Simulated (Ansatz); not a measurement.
**SiO2: Zr on a Si site**

The calculation used DFT PBE, scalar-relativistic, plane waves, PAW (Ansatz 0.2.0). Settings: 420 eV cutoff, 2×2×2 k-mesh, shifted by half a step, Gaussian smearing of 0.01 eV, no spin polarisation.

Host crystal, relaxed:

```
Si O
1.0
    -2.64326    4.82523    4.47174
     2.64326   -4.82523    4.47174
     2.64326    4.82523   -4.47174
Si O
4 8
Direct
  0.93051 0.84521 0.08530
  0.74010 0.15479 0.58530
  0.06949 0.15479 0.91470
  0.25990 0.84521 0.41470
  0.13329 0.88329 0.25000
  0.86671 0.11671 0.75000
  0.79349 0.50000 0.79349
  0.20651 0.00000 0.70651
  0.20651 0.50000 0.20651
  0.79349 0.00000 0.29349
  0.00000 0.00000 0.00000
  0.50000 0.00000 0.50000
```

Supercell of 48 atoms, rows in host cell vectors: -1 0 1; 1 2 1; -1 -1 -2. Atoms relax at the host's cell, keeping the symmetry that the supercell leaves at the site. The cell is small, so energies carry finite-size errors of tenths of an eV. The host's Kohn–Sham gap is 5.39 eV.

Defect: Zr on a Si site at (0.931, 0.845, 0.085) of the host cell, charge 0.

Give the relaxed supercell.

```xyz
48
Lattice="5.2865 0.0000 -8.9435 5.2865 0.0000 8.9435 -5.2865 -9.6505 0.0000" Properties=species:S:1:pos:R:3 pbc="T T T"
Zr    2.6433   -4.1776    2.7578
Si    0.0553   -8.7312   -1.1582
Si    2.6433   -4.0792   -5.9040
Si   -0.0553   -8.7312    7.7853
Si   -2.6433   -9.1380   -2.6601
Si    5.5745   -3.8512    1.0409
Si    2.6433   -8.7907   -2.9707
Si   -0.2880   -3.8512    1.0409
Si    5.1453   -0.7028   -7.3706
Si    2.6433   -6.0200    5.5759
Si    5.4278   -0.7028    1.5729
Si    2.6433   -5.5953   -3.0569
Si    5.4165   -5.5534   -1.5934
Si    2.6433   -0.8184    3.1892
Si   -0.1300   -5.5534   -1.5934
Si    7.9298   -0.9048    3.4290
O     5.3542   -7.1008   -1.0630
O     2.6433   -2.3976    3.5919
O    -0.0676   -7.1008   -1.0630
O     2.6433   -2.5190   -5.4964
O     2.6433   -7.6167    5.7603
O     5.6443   -2.2164    0.9802
O     2.6433   -7.1995   -3.2771
O    -0.3578   -2.2164    0.9802
O    -1.3103   -9.3975   -1.7589
O     6.6267   -4.4291    2.1398
O     3.9793   -9.1678   -2.1124
O     1.1708   -4.3277    1.5266
O     3.9835   -0.3638   -6.2716
O     1.2865   -5.3913    6.2189
O     3.9705   -0.5062    2.2809
O     1.3163   -5.1310   -2.2251
O     3.9702   -5.1310   -2.2251
O     1.3160   -0.5062    2.2809
O    -1.2865   -5.3913   -2.7246
O     6.5895   -0.3638    2.6719
O     4.1157   -4.3277    1.5266
O     1.3072   -9.1678   -2.1124
O     3.9463   -4.4291   -6.8037
O     1.3103   -9.3975    7.1846
O     2.6433   -4.9430   -4.5398
O    -0.2855   -9.2984   -8.5978
O     2.6433   -5.6752    4.0021
O     5.5720    0.3521    0.3456
O     2.6433  -10.1054    4.9859
O     5.8475   -4.5122   -0.4184
O     2.6433   -9.5698   -4.3970
O    -0.5609   -4.5122   -0.4184
```
Around the defect: 2 O at 1.93 Å, 1 O at 1.95 Å, 1 O at 1.97 Å. The run ended with a moment of 0.00 μB (no spin polarisation).

Cost: 2 runs of about 30 core-minutes in all, on Arm Neoverse V1 (shared hosts).